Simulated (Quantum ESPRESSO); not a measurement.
**Sc in Quantum ESPRESSO: convergence with smearing width**

Input of the first run (smearing width 0.5 eV); the others differ in this setting and in those tied to it:

pw.in

```
&CONTROL
  calculation = 'scf'
  prefix = 'pwscf'
  outdir = './tmp'
  pseudo_dir = './pseudo'
  tprnfor = .true.
  tstress = .true.
  disk_io = 'nowf'
/
&SYSTEM
  ibrav = 0
  nat = 1
  ntyp = 1
  ecutwfc = 78
  nbnd = 11
  occupations = 'smearing'
  smearing = 'fd'
  degauss = 0.03674932
/
&ELECTRONS
  conv_thr = 2d-10
  electron_maxstep = 120
  mixing_beta = 0.5
/
ATOMIC_SPECIES
Sc    44.9559 Sc.upf
CELL_PARAMETERS angstrom
  -1.9172054859    1.9172054859    1.7176030000
   1.9172054859   -1.9172054859    1.7176030000
   1.9172054859    1.9172054859   -1.7176030000
ATOMIC_POSITIONS crystal
Sc     0.0000000000    0.0000000000    0.0000000000
K_POINTS automatic
10 10 10 0 0 0
```

Potentials or basis: PseudoDojo 0.4.1 SR PBEsol standard.

Command:

```sh
$ OMP_NUM_THREADS=1 pw.x -in pw.in > pw.out
```

This isn't the form of Sc at room conditions, which is hcp.

Hardware: 1 thread of Arm Neoverse V1, on a shared host.

```tsv
smearing width	energy less the tightest run, at zero smearing (meV/atom)	pressure (GPa)	SCF cycles	CPU time (s)	peak memory (GiB)
0.5 eV	-110.39	-0.16	9	36	0.07
0.3 eV	-39.76	-1.62	9	35	0.07
0.2 eV	-16.37	-2.23	9	36	0.07
0.136 eV	-6.28	-2.56	9	35	0.07
0.1 eV	-2.57	-2.70	9	35	0.07
0.05 eV	-0.17	-2.87	9	34	0.07
0.025 eV	0.02	-2.94	9	34	0.07
0.01 eV	0.00	-2.95	9	34	0.07
```

Against the tightest run, the energy stays within 1 meV/atom from 0.05 eV on; the pressure stays within 0.1 GPa from 0.05 eV on. Narrower smearing needs a denser k mesh, so at a fixed mesh the narrowest width isn't the most accurate. The tightest run that finished is the yardstick and may itself not be fully converged.
